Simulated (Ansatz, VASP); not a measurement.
## Two plane-wave programs on WC

Contents of INCAR:

```
SYSTEM = WC
PREC = Accurate
ENCUT = 520
EDIFF = 1E-7
ISMEAR = 0
SIGMA = 0.15
LREAL = .FALSE.
LASPH = .TRUE.
NELM = 80
ALGO = Fast
ISIF = 2
LWAVE = .FALSE.
LCHARG = .FALSE.
GGA = PS
NBANDS = 16
```

The input KPOINTS:

```
regular mesh
0
G
  18 18 18
  0 0 0
```

The input POSCAR:

```
WC
1.0
    0.0000000000      2.1926840000      2.1926840000
    2.3571353000      0.0000000000      2.1926840000
    2.3571353000      2.1926840000      0.0000000000
W C
1 1
Direct
    0.0000000000      0.0000000000      0.0000000000
    0.5000000000      0.5000000000      0.5000000000
```

Input for Ansatz:

```yaml
crystal:
  lattice:
    - [0.0, 2.192684, 2.192684]
    - [2.3571353, 0.0, 2.192684]
    - [2.3571353, 2.192684, 0.0]
  atoms:
    - { symbol: W, position: [0.0, 0.0, 0.0] }
    - { symbol: C, position: [0.5, 0.5, 0.5] }
basis:
  ecutwfc: 420
kpoints:
  mp_grid: { grid: [18, 18, 18] }
hamiltonian:
  xc: pbesol
scf:
  occupations: { method: gaussian, width: 0.15 }
output:
  forces: true
  stress: true
  eigenvalues: true
```

Change from the starting cell: strain +0.0750 x Voigt [1, 0, 0, 0, 0, 0], atoms carried along.

Alike in both runs: task single point; functional PBEsol; k mesh 18 × 18 × 18; occupations gaussian, width 0.15 eV; no spin polarisation.

|  | VASP | Ansatz |
| --- | --- | --- |
| version | VASP 6.6.1 | Ansatz 0.2.0 |
| potentials or method | VASP PAW PBE potentials, release 64 (W_sv, C) | scalar-relativistic, plane waves, PAW |
| plane-wave cutoff (eV) | 520 | 420 |
| valence electrons in the cell | 18 | 18 |

```tsv
	VASP	Ansatz	Ansatz less VASP
gap on the k mesh at the Fermi level (eV)	none	none	-
pressure (GPa)	-27.3	-28.0	-0.73
largest component of the traceless stress (GPa)	14.08	13.94	-0.136
```

A gap of «none» marks a metal or a gap that the smearing closes.

Caveats: so large a pressure means that the cell lies far from this level's equilibrium, or that cutoff or potentials fall short (VASP); the potentials were made for another functional, which shifts forces and pressure (VASP). The runs have no spin-orbit coupling, so splittings on W are missing.
